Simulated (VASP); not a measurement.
# H2Mg in VASP: a series of runs

One molecule, H2Mg, is run at these levels: HSE06; tasks: single point, relaxation of the atoms.

All numbers are computed with VASP 6.6.1; they aren't measurements. Logs are shortened: lines on timing, memory, paths and dates and some standing lists are left out, and cuts for length are marked.

### Step 1. Starting point

The cell holds a molecule in a box, 3 atoms: a = 12.000 Å, b = 12.300 Å, c = 12.600 Å, α = 90.00°, β = 90.00°, γ = 90.00°.

### Step 2. Single point, HSE06

Input file POSCAR:

```
MgH2
1.0
   12.0000000000      0.0000000000      0.0000000000
    0.0000000000     12.3000000000      0.0000000000
    0.0000000000      0.0000000000     12.6000000000
H Mg
2 1
Direct
    0.5000000000      0.4878048780      0.3409309771
    0.5000000000      0.4878048780      0.6114499753
    0.5000000000      0.4878048780      0.4761904762
```

Input file INCAR.step1:

```
ALGO = Normal
EDIFF = 1E-5
ENCUT = 520
GGA = PE
ISIF = 2
ISMEAR = 0
LASPH = T
LCHARG = F
LREAL = F
LWAVE = T
NBANDS = 9
NELM = 100
PREC = Accurate
SIGMA = 0.01
```

Input file INCAR.step2:

```
ALGO = Normal
EDIFF = 1E-6
ENCUT = 520
GGA = PE
HFSCREEN = 0.2079
ISIF = 2
ISMEAR = 0
ISTART = 1
LASPH = T
LCHARG = F
LHFCALC = T
LREAL = F
LWAVE = F
NBANDS = 9
NELM = 100
PREC = Accurate
PRECFOCK = Normal
SIGMA = 0.01
```

Input file KPOINTS:

```
k-points
0
Gamma
  1 1 1
```

Potentials or basis: VASP PAW PBE potentials, release 64 (H, Mg).

On the command line:

```sh
$ cat potpaw_PBE.64/H/POTCAR potpaw_PBE.64/Mg/POTCAR > POTCAR
$ cp INCAR.step1 INCAR
$ mpirun -np 1 vasp_gam > vasp.out
$ cp INCAR.step2 INCAR
$ mpirun -np 1 vasp_gam > vasp.out
```

OUTCAR:

```text
EDIFF = 1E-6
   ENCUT = 520
   GGA = PE
   HFSCREEN = 0.2079
   ISIF = 2
   ISMEAR = 0
   ISTART = 1
   LASPH = T
   LHFCALC = T
   LREAL = F
   NELM = 100
   PREC = Accurate
   PRECFOCK = Normal

 ion  position               nearest neighbor table
   1  0.500  0.488  0.341-   3 1.70
   2  0.500  0.488  0.611-   3 1.70
   3  0.500  0.488  0.476-   2 1.70   1 1.70

  LATTYP: Found a simple orthorhombic cell.
 ALAT       =    12.0000000000
 B/A-ratio  =     1.0250000000
 C/A-ratio  =     1.0500000000

  Lattice vectors:

 A1 = (  12.0000000000,   0.0000000000,   0.0000000000)
 A2 = (   0.0000000000,  12.3000000000,   0.0000000000)
 A3 = (   0.0000000000,   0.0000000000,  12.6000000000)

Analysis of symmetry for initial positions (statically):
=====================================================================
 Subroutine PRICEL returns:
 Original cell was already a primitive cell.

 Routine SETGRP: Setting up the symmetry group for a
 simple orthorhombic supercell.

 Subroutine GETGRP returns: Found  8 space group operations
 (whereof  2 operations were pure point group operations)
 out of a pool of  8 trial point group operations.

The static configuration has the point symmetry C_1h.
 The point group associated with its full space group is D_2h.

Analysis of symmetry for dynamics (positions and initial velocities):
=====================================================================
 Subroutine PRICEL returns:
 Original cell was already a primitive cell.

 Routine SETGRP: Setting up the symmetry group for a
 simple orthorhombic supercell.

 Subroutine GETGRP returns: Found  8 space group operations
 (whereof  2 operations were pure point group operations)
 out of a pool of  8 trial point group operations.

The dynamic configuration has the point symmetry C_1h.
 The point group associated with its full space group is D_2h.

 Subroutine INISYM returns: Found  8 space group operations
 (whereof  2 operations are pure point group operations),
 and found     1 'primitive' translations

----------------------------------------------------------------------------------------

                                     Primitive cell

  volume of cell :    1859.7600

  direct lattice vectors                    reciprocal lattice vectors
    12.000000000  0.000000000  0.000000000     0.083333333  0.000000000  0.000000000
     0.000000000 12.300000000  0.000000000     0.000000000  0.081300813  0.000000000
[... 71 lines left out ...]
   POTIM  = 0.5000    time-step for ionic-motion
   TEBEG  =    0.0;   TEEND  =   0.0 temperature during run
   PSTRESS=    0.0 pullay stress
   NELECT =       4.0000    total number of electrons
   NUPDOWN=      -1.0000    fix difference up-down
   EMIN   =  10.00;   EMAX   =-10.00  energy-range for DOS
   EFERMI =   0.00;   METHOD = LEGACY
   ISMEAR =     0;   SIGMA  =   0.01  broadening in eV -4-tet -1-fermi 0-gaus
   EFERMI_NEDOS =   21; number of points for ismear=-14 and -15
   IALGO  =     38    algorithm
   IMIX   =      1    mixing-type and parameters
     AMIX     =   0.40;   BMIX     =  1.00
     AMIX_MAG =   1.60;   BMIX_MAG =  1.00
  volume/ion in A,a.u.               =     619.92      4183.43
  Fermi-wavevector in a.u.,A,eV,Ry     =   0.211321  0.399339  0.607589  0.044657
  Thomas-Fermi vector in A             =   0.980224
   LORBIT       =      0    0 simple, 1 ext, 2 COOP (PROOUT), +10 PAW based schemes
   GGA     = PE    functional components
   LHFCALC =     T    Hartree Fock is set to
   PRECFOCK=normal    Normal, Fast or Accurate (Low or Medium for compatibility)
   ENCUT4O =  -1.0   cutoff for four orbital integrals eV
   NKREDX  =     1    reduce k-point grid by
   NKREDY  =     1    reduce k-point grid by
   NKREDZ  =     1    reduce k-point grid by
   AEXX    =    0.2500 exact exchange contribution
   HFSCREEN=    0.2079 screening length (either q_TF or 0.3 A-1)
   HFSCREENC=   0.2079 screening length for correlation (either q_TF or 0.3 A-1)
   ENCUTFOCK=  -1.0 apply spherical cutoff to Coloumb kernel
   IVDW    =     0    specifies the selected vdW correction
   LEPSILON=     F    determine dielectric tensor
   LRPA    =     F    only Hartree local field effects (RPA)
 non-spin polarized calculation
 Gauss-broadening in eV      SIGMA  =   0.01
  energy-cutoff  :      520.00
  volume of cell :     1859.76
 maximum number of plane-waves:     25042
 NGX is ok and might be reduce to    90
  NGX = 70; NGY = 70; NGZ = 72

 number of electron       3.9999999 magnetization

 Free energy of the ion-electron system (eV)
  ---------------------------------------------------
  ext. energy  EPLUGINS =         0.00000000
  ---------------------------------------------------
  free energy    TOTEN  =        -7.65130552 eV

  energy without entropy =       -7.65130552  energy(sigma->0) =       -7.65130552

 E-fermi :  -6.6143     XC(G=0):  -0.4955

 val. band max:       -6.6813788534   @ k =   0.0000   0.0000   0.0000
 cond. band min:      -0.8706414012   @ k =   0.0000   0.0000   0.0000
 fundamental gap:      5.8107374522
 Fermi energy:        -6.6143464041

 k-point     1 :       0.0000    0.0000    0.0000
  band No.  band energies     occupation
      1      -8.0121      2.00000
      2      -6.6814      2.00000
      3      -0.8706      0.00000
      4      -0.8667      0.00000
      5      -0.4756      0.00000
      6       0.0095      0.00000
      7       0.7727      0.00000
      8       0.7745      0.00000
      9       0.9601      0.00000

------------------------ aborting loop because EDIFF is reached ----------------------------------------

  FORCE on cell =-STRESS in cart. coord.  units (eV):
  Direction    XX          YY          ZZ          XY          YZ          ZX
  --------------------------------------------------------------------------------------
  -------------------------------------------------------------------------------------
  Total       -0.0199820     -0.0196909     -0.0430822     -0.0000000     -0.0000000      0.0000000
  in kB       -0.0172144     -0.0169636     -0.0371152     -0.0000000     -0.0000000      0.0000000
  external PRESSURE =      -0.0237644 kB  Pullay stress =       0.0000000 kB

 VOLUME and BASIS-vectors are now :
 -----------------------------------------------------------------------------
  energy-cutoff  :      520.00
  volume of cell :     1859.76
      direct lattice vectors                 reciprocal lattice vectors
    12.000000000  0.000000000  0.000000000     0.083333333  0.000000000  0.000000000
     0.000000000 12.300000000  0.000000000     0.000000000  0.081300813  0.000000000
     0.000000000  0.000000000 12.600000000     0.000000000  0.000000000  0.079365079

 POSITION                                       TOTAL-FORCE (eV/Angst)
 -----------------------------------------------------------------------------------
      6.00000      6.00000      4.29573         0.000000      0.000000      0.008121
      6.00000      6.00000      7.70427         0.000000      0.000000     -0.008121
      6.00000      6.00000      6.00000         0.000000      0.000000      0.000000
 -----------------------------------------------------------------------------------
    total drift:                                0.000000     -0.000005     -0.000056

  FREE ENERGIE OF THE ION-ELECTRON SYSTEM (eV)
  ---------------------------------------------------
  free  energy   TOTEN  =        -7.6513055197 eV

  energy  without entropy=       -7.6513055197  energy(sigma->0) =       -7.65130552
```

OUTCAR.step1:

```text
EDIFF = 1E-5
   ENCUT = 520
   GGA = PE
   ISIF = 2
[... 218 lines left out ...]
      6.00000      6.00000      4.29573        -0.000000      0.000000     -0.086702
      6.00000      6.00000      7.70427         0.000000      0.000000      0.086702
      6.00000      6.00000      6.00000         0.000000      0.000000      0.000000
 -----------------------------------------------------------------------------------
    total drift:                                0.000000     -0.000000      0.000002

  FREE ENERGIE OF THE ION-ELECTRON SYSTEM (eV)
  ---------------------------------------------------
  free  energy   TOTEN  =        -6.5680603022 eV

  energy  without entropy=       -6.5680603022  energy(sigma->0) =       -6.56806030
```

OSZICAR.step1:

```text
N       E                     dE             d eps       ncg     rms          rms(c)
DAV:   1     0.136566629857E+02    0.13657E+02   -0.53386E+02    18   0.151E+02
DAV:   2    -0.510469870007E+01   -0.18761E+02   -0.18723E+02    34   0.203E+01
DAV:   3    -0.819216321215E+01   -0.30875E+01   -0.30870E+01    19   0.227E+01
DAV:   4    -0.829125510435E+01   -0.99092E-01   -0.99092E-01    20   0.441E+00
DAV:   5    -0.829227308470E+01   -0.10180E-02   -0.10180E-02    36   0.428E-01    0.574E+00
DAV:   6    -0.691565700050E+01    0.13766E+01   -0.17380E+00    18   0.375E+00    0.258E+00
DAV:   7    -0.651345682902E+01    0.40220E+00   -0.15774E+00    20   0.381E+00    0.794E-01
DAV:   8    -0.655335572873E+01   -0.39899E-01   -0.85105E-02    19   0.876E-01    0.307E-01
DAV:   9    -0.654808984953E+01    0.52659E-02   -0.28334E-02    18   0.483E-01    0.107E-01
DAV:  10    -0.655752092978E+01   -0.94311E-02   -0.57967E-03    18   0.277E-01    0.931E-02
DAV:  11    -0.656057795641E+01   -0.30570E-02   -0.14103E-03    20   0.120E-01    0.482E-02
DAV:  12    -0.656547056483E+01   -0.48926E-02   -0.18550E-03    20   0.133E-01    0.271E-02
DAV:  13    -0.656654578993E+01   -0.10752E-02   -0.33743E-04    19   0.534E-02    0.280E-02
DAV:  14    -0.656773642979E+01   -0.11906E-02   -0.23849E-04    18   0.497E-02    0.530E-03
DAV:  15    -0.656792534118E+01   -0.18891E-03   -0.35165E-05    26   0.161E-02    0.122E-02
DAV:  16    -0.656800708900E+01   -0.81748E-04   -0.20516E-05    18   0.123E-02    0.186E-03
DAV:  17    -0.656805354724E+01   -0.46458E-04   -0.48323E-06    18   0.677E-03    0.312E-03
DAV:  18    -0.656806030222E+01   -0.67550E-05   -0.12625E-06    20   0.310E-03
   1 F= -.65680603E+01 E0= -.65680603E+01  d E =-.495256E-16
```

Run time: 8.3 min. Hardware: 1 thread of Intel Xeon Platinum 8488C (Sapphire Rapids), shared host; peak memory 1.4 GiB.

Results:

```
Free energy                     : -7.6513 eV
Largest force                   : 0.008 eV/Å
Gap between the frontier levels : 5.81 eV
```

Forces on the atoms (eV/Å):
```
H    0.000  0.000  0.008
H    0.000  0.000 -0.008
Mg   0.000  0.000  0.000
```

Caveat: the PAW data sets were made with another functional, which shifts forces and pressure a little.

### Step 3. Relaxation of the atoms, HSE06

Input file POSCAR:

```
MgH2
1.0
   12.0000000000      0.0000000000      0.0000000000
    0.0000000000     12.3000000000      0.0000000000
    0.0000000000      0.0000000000     12.6000000000
H Mg
2 1
Direct
    0.5000000000      0.4878048780      0.3412698413
    0.5000000000      0.4878048780      0.6111111111
    0.5000000000      0.4878048780      0.4761904762
```

Input file INCAR.step1:

```
SYSTEM = MgH2
ALGO = Normal
EDIFF = 1E-5
ENCUT = 520
GGA = PE
ISMEAR = 0
LASPH = .TRUE.
LCHARG = .FALSE.
LREAL = .FALSE.
LWAVE = .TRUE.
NBANDS = 9
NELM = 100
PREC = Accurate
SIGMA = 0.01
```

Input file INCAR.step2:

```
SYSTEM = MgH2
ALGO = Normal
EDIFF = 1E-6
EDIFFG = -0.01
ENCUT = 520
GGA = PE
HFSCREEN = 0.2079
IBRION = 2
ISIF = 2
ISMEAR = 0
ISTART = 1
LASPH = .TRUE.
LCHARG = .FALSE.
LHFCALC = .TRUE.
LREAL = .FALSE.
LWAVE = .FALSE.
NELM = 100
NSW = 80
PREC = Accurate
PRECFOCK = Normal
SIGMA = 0.01
```

Input file KPOINTS:

```
k-points
0
G
  1 1 1
  0 0 0
```

Potentials or basis: VASP PAW PBE potentials, release 64 (H, Mg).

On the command line:

```sh
$ cat potpaw_PBE.64/H/POTCAR potpaw_PBE.64/Mg/POTCAR > POTCAR
$ cp INCAR.step1 INCAR
$ mpirun -np 1 vasp_gam > vasp.out
$ cp INCAR.step2 INCAR
$ mpirun -np 1 vasp_gam > vasp.out
```

OUTCAR:

```text
SYSTEM = MgH2
   EDIFF = 1E-6
   EDIFFG = -0.01
   ENCUT = 520
   GGA = PE
   HFSCREEN = 0.2079
   IBRION = 2
   ISIF = 2
   ISMEAR = 0
   ISTART = 1
   LASPH = .TRUE.
   LHFCALC = .TRUE.
   LREAL = .FALSE.
   NELM = 100
   NSW = 80
   PREC = Accurate
   PRECFOCK = Normal

 ion  position               nearest neighbor table
   1  0.500  0.488  0.341-   3 1.70
   2  0.500  0.488  0.611-   3 1.70
   3  0.500  0.488  0.476-   2 1.70   1 1.70

  LATTYP: Found a simple orthorhombic cell.
 ALAT       =    12.0000000000
 B/A-ratio  =     1.0250000000
 C/A-ratio  =     1.0500000000

  Lattice vectors:

[... 173 lines left out ...]
  FORCE on cell =-STRESS in cart. coord.  units (eV):
  Direction    XX          YY          ZZ          XY          YZ          ZX
  --------------------------------------------------------------------------------------
  -------------------------------------------------------------------------------------
  Total       -0.0200335     -0.0197392      0.0970579      0.0000000     -0.0000000      0.0000000
  in kB       -0.0172588     -0.0170052      0.0836151      0.0000000     -0.0000000      0.0000000
  external PRESSURE =       0.0164504 kB  Pullay stress =       0.0000000 kB
[... 61 lines left out ...]
--------------------------------------- Ionic step        3  -------------------------------------------

 number of electron       3.9999999 magnetization

 Free energy of the ion-electron system (eV)
  ---------------------------------------------------
  ext. energy  EPLUGINS =         0.00000000
  ---------------------------------------------------
  free energy    TOTEN  =        -7.65131400 eV

  energy without entropy =       -7.65131400  energy(sigma->0) =       -7.65131400

 E-fermi :  -6.6119     XC(G=0):  -0.4729

 val. band max:       -6.6804941381   @ k =   0.0000   0.0000   0.0000
 cond. band min:      -0.8684742815   @ k =   0.0000   0.0000   0.0000
 fundamental gap:      5.8120198566
 Fermi energy:        -6.6118602909

 k-point     1 :       0.0000    0.0000    0.0000
  band No.  band energies     occupation
      1      -8.0117      2.00000
      2      -6.6805      2.00000
      3      -0.8685      0.00000
      4      -0.8646      0.00000
      5      -0.4681      0.00000
      6       0.0275      0.00000
[... 28 lines left out ...]
  FREE ENERGIE OF THE ION-ELECTRON SYSTEM (eV)
  ---------------------------------------------------
  free  energy   TOTEN  =        -7.6513140025 eV

  energy  without entropy=       -7.6513140025  energy(sigma->0) =       -7.65131400

 reached required accuracy - stopping structural energy minimisation
```

OUTCAR.step1:

```text
SYSTEM = MgH2
   EDIFF = 1E-5
   ENCUT = 520
   GGA = PE
   ISMEAR = 0
   LASPH = .TRUE.
   LREAL = .FALSE.
   NELM = 100
[... 214 lines left out ...]
      6.00000      6.00000      4.30000         0.000000      0.000000     -0.127246
      6.00000      6.00000      7.70000         0.000000      0.000000      0.127246
      6.00000      6.00000      6.00000         0.000000      0.000000      0.000000
 -----------------------------------------------------------------------------------
    total drift:                                0.000000     -0.000000      0.000002

  FREE ENERGIE OF THE ION-ELECTRON SYSTEM (eV)
  ---------------------------------------------------
  free  energy   TOTEN  =        -6.5671493660 eV

  energy  without entropy=       -6.5671493660  energy(sigma->0) =       -6.56714937
```

OSZICAR.step1:

```text
N       E                     dE             d eps       ncg     rms          rms(c)
DAV:   1     0.136876882200E+02    0.13688E+02   -0.53405E+02    18   0.151E+02
DAV:   2    -0.510857225633E+01   -0.18796E+02   -0.18758E+02    34   0.203E+01
DAV:   3    -0.819603794339E+01   -0.30875E+01   -0.30870E+01    19   0.227E+01
DAV:   4    -0.829501867723E+01   -0.98981E-01   -0.98981E-01    20   0.441E+00
DAV:   5    -0.829603400232E+01   -0.10153E-02   -0.10153E-02    36   0.428E-01    0.576E+00
DAV:   6    -0.691694981398E+01    0.13791E+01   -0.17339E+00    18   0.375E+00    0.259E+00
DAV:   7    -0.651258707965E+01    0.40436E+00   -0.15809E+00    20   0.382E+00    0.793E-01
DAV:   8    -0.655241683302E+01   -0.39830E-01   -0.84974E-02    19   0.876E-01    0.307E-01
DAV:   9    -0.654716342290E+01    0.52534E-02   -0.28359E-02    18   0.483E-01    0.107E-01
DAV:  10    -0.655660328193E+01   -0.94399E-02   -0.57359E-03    18   0.277E-01    0.925E-02
DAV:  11    -0.655965290992E+01   -0.30496E-02   -0.13886E-03    20   0.120E-01    0.480E-02
DAV:  12    -0.656455722513E+01   -0.49043E-02   -0.18636E-03    20   0.133E-01    0.270E-02
DAV:  13    -0.656562892833E+01   -0.10717E-02   -0.33259E-04    19   0.531E-02    0.279E-02
DAV:  14    -0.656682520288E+01   -0.11963E-02   -0.24020E-04    18   0.498E-02    0.529E-03
DAV:  15    -0.656701427920E+01   -0.18908E-03   -0.34585E-05    26   0.160E-02    0.120E-02
DAV:  16    -0.656709611892E+01   -0.81840E-04   -0.20393E-05    18   0.123E-02    0.186E-03
DAV:  17    -0.656714265511E+01   -0.46536E-04   -0.48620E-06    18   0.679E-03    0.313E-03
DAV:  18    -0.656714936603E+01   -0.67109E-05   -0.12699E-06    20   0.311E-03
   1 F= -.65671494E+01 E0= -.65671494E+01  d E =-.113259E-14
```

Wall time 8.5 min (1 thread of Intel Xeon Platinum 8488C (Sapphire Rapids), shared host); peak memory 1.5 GiB.

Results:

```
Free energy                     : -7.6513 eV
Energy gained by relaxing       : 0.0 meV/atom
Ionic steps                     : 3
Gap between the frontier levels : 5.81 eV
```

The path:
```tsv
step	energy change (eV)	largest force (eV/Å)	pressure (GPa)
1	0.0000	0.0331	0.00
2	-0.0001	0.0186	0.00
3	-0.0001	0.0013	0.00
```

Final structure:
```
H Mg
1.0
    12.00000    0.00000    0.00000
     0.00000   12.30000    0.00000
     0.00000    0.00000   12.60000
H Mg
2 1
Direct
  0.50000 0.48780 0.34098
  0.50000 0.48780 0.61140
  0.50000 0.48780 0.47619
```

Caveat: the PAW data sets were made with another functional, which shifts forces and pressure a little.
